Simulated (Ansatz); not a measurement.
How far to go with the k-point mesh: GeTe (R3m, 2 atoms in the cell)

```xyz
2
Lattice="2.1008 1.2129 3.6901 -2.1008 1.2129 3.6901 0.0000 -2.4258 3.6901" Properties=species:S:1:pos:R:3 pbc="T T T"
Ge     0.0000     0.0000    11.0342
Te     0.0000     0.0000     5.8537
```

Method: PBE (plane waves, PAW; Ansatz, a first-principles code).

Base settings: basis.ecutwfc = 30.9 Ry; kpoints.mp_grid.grid = 7 7 7; hamiltonian.xc = pbe; hamiltonian.pseudopotentials = {kind: paw} (the program's default PAW files); scf.occupations.method = fixed.

The second cell is the first with its lattice scaled by 0.98.

Only quantities that move along the ladder and can be compared are tabulated.

The count of work is k-points × plane waves × bands × iterations; it is no time. 

The starting cell comes from a database of computed structures (which also holds hypothetical and non-ambient phases and stackings), without a prior relaxation at this level. Its lattice was rescaled by up to half a per cent. One atom was moved a little off its site on purpose. Spin-orbit coupling is off. Ansatz's pressure includes its estimate of the finite-basis (Pulay) stress.

```tsv
kpoints.mp_grid.grid	free energy less the last step's (meV/atom)	energy of the compressed cell less the first (meV/atom)	pressure (GPa)	largest difference of a force vector from the last step's (eV/Å)	gap on the mesh (eV)	count of work / last
2 2 2	783.09	112.70	8.69	2.225	0.557	0.0052
3 3 3	-41.61	18.59	0.18	0.254	1.524	0.0067
4 4 4	-18.69	15.26	-0.05	0.218	0.778	0.015
5 5 5	-10.62	15.38	0.00	0.106	0.766	0.021
6 6 6	-5.69	16.59	0.08	0.063	0.609	0.036
7 7 7	-4.11	15.73	0.03	0.023	0.721	0.049
8 8 8	-1.76	16.27	0.08	0.017	0.546	0.073
9 9 9	-1.35	16.16	0.07	0.006	0.697	0.095
10 10 10	-0.72	16.20	0.08	0.003	0.581	0.13
11 11 11	-0.45	16.25	0.08	0.001	0.566	0.16
12 12 12	-0.26	16.27	0.08	0.000	0.608	0.21
14 14 14	-0.09	16.32	0.09	0.001	0.545	0.32
15 15 15	-0.05	16.33	0.09	0.001	0.569	0.39
17 17 17	-0.01	16.35	0.09	0.000	0.562	0.55
19 19 19	0.00	16.36	0.09	0.000	0.534	0.75
21 21 21	0.00	16.36	0.09	0.000	0.537	1.0
```

Coarsest kpoints.mp_grid.grid that holds the forces within 0.005 eV/Å of the last step, with all finer ones: 10 10 10, at 0.13 of the last step's count of work; the step before is off by 0.006 eV/Å.

Coarsest kpoints.mp_grid.grid that holds the energy of the compressed cell less the first within 2 meV/atom of the last step, with all finer ones: 4 4 4, at 0.015 of the last step's count of work; the step before is off by 2.2 meV/atom.

The energy difference between the two cells stays within 1 meV/atom of the last step's from 5 5 5 on, the total only from 10 10 10 on: much of the error is common to both cells and cancels.

Two neighbours can agree and both be off: 4 4 4 and 5 5 5 differ by 0.12 meV/atom in the energy of the compressed cell less the first, yet lie about 0.98 meV/atom from the last step.

The gap on the mesh jumps up and down from mesh to mesh; it is no smooth measure of convergence.

Keys are those of Ansatz 0.2.
